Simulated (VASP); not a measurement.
Method: PBE GGA, VASP's PBE PAW potentials (set 64) (plane waves; VASP). Each cell was relaxed at this level, without spin-orbit coupling.

Task: Which of these comes out without a gap?
(A) MgF2, P4_2/mnm (136)
(B) Be, P6_3/mmc (194)
(C) AlN, P6_3mc (186)
(D) NaH, Fm-3m (225)

Result: B, Be, P6_3/mmc (194). The others have gaps of 3.79 eV (NaH, Fm-3m (225)), 4.05 eV (AlN, P6_3mc (186)), 6.85 eV (MgF2, P4_2/mnm (136)).
